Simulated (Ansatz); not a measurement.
# A thicker film of LiF (001) from two thinner ones

In a field along its normal an insulating film takes a dipole p. Written as a length, p/(ε₀AE), it should grow by 1 − 1/ε for each ångström added.

How it was computed: Ansatz 0.2.0, plane waves with PAW datasets (its set soft_2), r2SCAN; rocksalt films relaxed at a bulk in-plane lattice constant near the measured one, then held in weak fields of both signs with a dipole correction (A is the cell's area, E the outer field).

```tsv
run	distance between the outer atoms (Å)	p/(ε₀AE) (Å)
3 units	3.998	3.288
5 units	7.963	5.252
8 units	13.909	?
```

**Question.** What value belongs in the row marked “?”, and how far can the other rows tell?

Two rows fix a line: slope = (5.252 − 3.288) / (7.963 − 3.998) = 0.4953, intercept 1.3079. That slope means ε = 1/(1 − 0.4953) = 1.98. At 13.909 it gives 0.4953 × 13.909 + 1.3079 = 8.197 Å, beyond the rows fitted. Rounding of the rows alone allows about ±0.003 Å there; two rows can't show whether the line holds.

The run itself gives 8.200 Å: a miss of +0.003 Å, or 0.0 % of the value. The length is met to within 1 %, though ε is more sensitive than the length: the two thickest films give ε = 1.98.

Caveats: This is the electronic response alone. A unit is one step of the cut along the normal (a plane, a pair of planes or a cell), and the layers relax along it, away from their bulk spacing where the functional's lattice constant differs from the one held.

[Logs are printed without paths, hosts, clocks, repeated set-up lines and the standing remarks that a program may print on its own settings, such as how far it seeks lower states.]
